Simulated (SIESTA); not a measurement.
SrO:

```xyz
2
Lattice="0.0000 2.5663 2.5663 2.5663 0.0000 2.5663 2.5663 2.5663 0.0000" Properties=species:S:1:pos:R:3 pbc="T T T"
Sr    2.5663    2.5663    2.5663
O     0.0000    0.0000    0.0000
```

Base run:

- Program: SIESTA 5.4.2
- Functional: AM05
- Potentials or basis: PseudoDojo 0.4 standard (PBEsol files)
- Basis: DZP (energy shift 0.003 Ry; two zetas on semicore shells; d shell added on Sr)
- Grid cutoff: 800 Ry
- Energy shift: 0.003 Ry
- k mesh: 9 × 9 × 9
- Occupations: fermi-dirac, width 0.05 eV
- Spin: no spin polarisation

Its results: band gap on the k mesh 3.26 eV, indirect (least direct gap 3.36 eV); pressure 1.1 GPa.

Problem. The run is repeated on the same cell with these changes: functional from AM05 to PBEsol. What comes out?

Solution. Band gap on the k mesh 3.20 eV, indirect (least direct gap 3.30 eV); pressure 0.0 GPa.

Caveats: the basis of atomic orbitals isn't converged, which shifts pressures, moduli and gaps; the potentials were made for another functional, which shifts forces and pressure (some runs).

A k mesh can miss the band edges.

Not every run made on this cell is shown here.
